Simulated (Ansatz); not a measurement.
## MnO: elastic constants from stress and strain

```
CELL_PARAMETERS angstrom
0.00000 2.21971 2.21971
2.21971 0.00000 2.21971
2.21971 2.21971 0.00000
ATOMIC_POSITIONS crystal
Mn 0.00000 0.00000 0.00000
O 0.50000 0.50000 0.50000
```

Atom numbers follow the list: Mn1, O2.

The conventional cell has a = 4.439 Å, b = 4.439 Å, c = 4.439 Å, α = 90.00°, β = 90.00°, γ = 90.00°. Around Mn (atom 1) lie 6 O at 2.22 Å. O (atom 2) is surrounded by 6 Mn at 2.22 Å.

The structure comes from a relaxation in the same program, started in the rocksalt type, and has space group Fm-3m. Whether it is a known phase or the ground state wasn't checked.

Semilocal functionals without U often leave such compounds metallic or with too small a gap, and the real magnetic order may differ.

Other magnetic orders may lie lower; this is the state that the run reached.

Theory: Ansatz 0.2.0, DFT, PBE, all-electron LAPW, scalar-relativistic.

Numerical set-up: a Γ-centred 13×13×13 k mesh, Fermi–Dirac smearing of 0.05 eV, basis error target 1 meV/atom, spin-polarised from start moments Mn1 4 μB.

The unstrained cell is at 0.01 GPa. Large strains and very small stresses are left out. Each strain is applied once, with fractional coordinates held (clamped ions), and σ below is the change of stress, positive in tension. One finite strain gives stress–strain coefficients at this pressure with an error of the order of the strain times third-order constants, a few per cent for each per cent of strain. In a metal the k mesh adds noise of tens of per cent to soft shears.

(1) With z strained by +2 % at fixed volume, the run gives σzz − σxx = -0.87 GPa and εzz − εxx = 0.0299. Which stiffness follows?

(2) Scaling the volume by 0.9700 and 1.0300 gives 3.65 GPa and -2.68 GPa. Combine this with the best C11 − C12 to estimate C11 and C12.

Answers

(1) C11 − C12 = (σzz − σxx)/(εzz − εxx) = -29 GPa. It is negative: the cell is unstable to this strain.

(2) B = −ΔP/Δln V = 105.6 GPa = (C11 + 2 C12)/3; with C11 − C12 = -29.1 GPa, C11 = B + (2/3)(C11 − C12) = 86 GPa and C12 = B − (C11 − C12)/3 = 115 GPa.
